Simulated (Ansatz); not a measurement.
# Ca: the cost of one run

Method: DFT PBE, scalar-relativistic, plane waves, PAW, in Ansatz 0.2.0.

2 further runs of the same task are left out: 1 that didn't finish, 1 set aside as unsound or not needed.

## 1. The starting structure

Symmetry: Fm-3m, No. 225, cubic system. Conventional cell: a = 5.588 Å, b = 5.588 Å, c = 5.588 Å, α = 90.00°, β = 90.00°, γ = 90.00°. Around Ca (site symmetry m-3m) lie 12 Ca at 3.95 Å.

Coordinates:

```xyz
1
Lattice="0.0000 2.7942 2.7942 2.7942 0.0000 2.7942 2.7942 2.7942 0.0000" Properties=species:S:1:pos:R:3 pbc="T T T"
Ca    0.0000    0.0000    0.0000
```

The structure comes from the Crystallography Open Database.

## 2. A distortion that keeps the symmetry

What differs from the listed cell: strain xx, yy, zz, yz, xz, xy = +0.5, +0.5, +0.5, +0.0, +0.0, +0.0 %.

File input.yaml:

```yaml
crystal:
  lattice:
    - [0.0, 2.807081262, 2.807081262]
    - [2.807081262, 0.0, 2.807081262]
    - [2.807081262, 2.807081262, 0.0]
  atoms:
    - { symbol: Ca, position: [0.0, 0.0, 0.0] }
basis:
  ecutwfc: 420
kpoints:
  mp_grid: { grid: [14, 14, 14] }
hamiltonian:
  xc: pbe
scf:
  occupations: { method: gaussian, width: 0.1 }
output:
  forces: true
  stress: true
  eigenvalues: true
```

Command:

```sh
ansatz run input.yaml --threads 1 --pin off --max-ram 1331MiB --backend cpu --events-out ev --progress --plain --runs-dir out
```

Q: Estimate wall time and peak memory on 1 thread of an x86-64 CPU, shared host.

About 4.6 s, with a peak of 0.33 GiB.
